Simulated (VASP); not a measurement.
Li2O, 3 atoms in the cell. The structure is cubic, space group Fm-3m (No. 225). The conventional cell has a = 4.525 Å, b = 4.525 Å, c = 4.525 Å, α = 90.00°, β = 90.00°, γ = 90.00°. Around Li (site symmetry -43m) lie 4 O at 1.96 Å. O (site symmetry m-3m) is surrounded by 8 Li at 1.96 Å. The cell comes from a database or a generator and needn't be the stable form of this composition.

```yaml
Program: VASP 6.6.1
Task: single point
Functional: PBE
Dispersion: D3(BJ)
Potentials_or_basis: VASP PAW PBE potentials, release 64 (Li_sv, O)
Cutoff: 520 eV
k_mesh: 8 × 8 × 8
Occupations: gaussian, width 0.02 eV
Spin: no spin polarisation
Dipole_correction: no
Further_INCAR_settings: ALGO = Fast; EDIFF = 1e-06; NBANDS = 13
```

Potentials or basis: VASP PAW PBE potentials, release 64 (Li_sv, O).

The run is started by

```console
$ cat potpaw_PBE.64/Li_sv/POTCAR potpaw_PBE.64/O/POTCAR > POTCAR
$ mpirun -np 1 vasp_std > vasp.out
```

Hardware: 1 thread of AMD EPYC 7R13 Processor (Zen 3), on a shared host.

**Question.** Estimate the wall time of this run.

**Answer.** Run time: 12 s on 1 thread of AMD EPYC 7R13 Processor (Zen 3), with other jobs on the host, peak memory 0.11 GiB. Counts: scf iterations 16, k points 29.
